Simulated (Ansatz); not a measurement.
TiS₂, DFT, PBEsol, all-electron PAW with datasets made for the crystal, scalar-relativistic (Ansatz 0.2.0), run on 1 thread of Intel(R) Xeon(R) Platinum 8488C (Sapphire Rapids) on a shared host.

The cell comes from COD entry 1537865, which wasn't checked; take it as a given geometry. It is an old determination, and later ones may differ. The listed cell was then made from it by scaling, straining or moving an atom.

Command: `ansatz run input.yaml --threads 1 --pin off --max-ram 6144MiB --backend cpu --events-out ev --progress --plain --runs-dir out`

```yaml
crystal:
  lattice:
    - [3.3658868039, 0.0, 0.0]
    - [-1.682943402, 2.9149434784, 0.0]
    - [0.0, 0.0, 5.6180311053]
  atoms:
    - { symbol: Ti, position: [0.0, 0.0, 0.0] }
    - { symbol: S, position: [0.3333333333, 0.6666666667, 0.25] }
    - { symbol: S, position: [0.6666666667, 0.3333333333, 0.75] }
kpoints:
  mp_grid: { grid: [14, 14, 7] }
scf:
  occupations: { method: fermi_dirac, width: 0.05 }
hamiltonian:
  xc: pbesol
  pseudopotentials: { kind: all_electron, datasets: crystal }
output:
  forces: true
  stress: true
  eigenvalues: true
  efg: { contact_densities: true }
```

Problem. How large is the problem that the program sets up?

Solution. 144 irreducible k-points, 701 plane waves at Γ, 12 bands.

Problem. Estimate the wall time and the peak memory.

Solution. 19 s of wall time for 12 SCF iterations, with a peak of 0.87 GiB. Times on shared machines scatter by tens of per cent.

Problem. And the same cell and mesh by frozen-core PAW, asked for forces, stress, eigenvalues, efg, on the same hardware?

Solution. 6.6 s, peak memory 0.49 GiB.
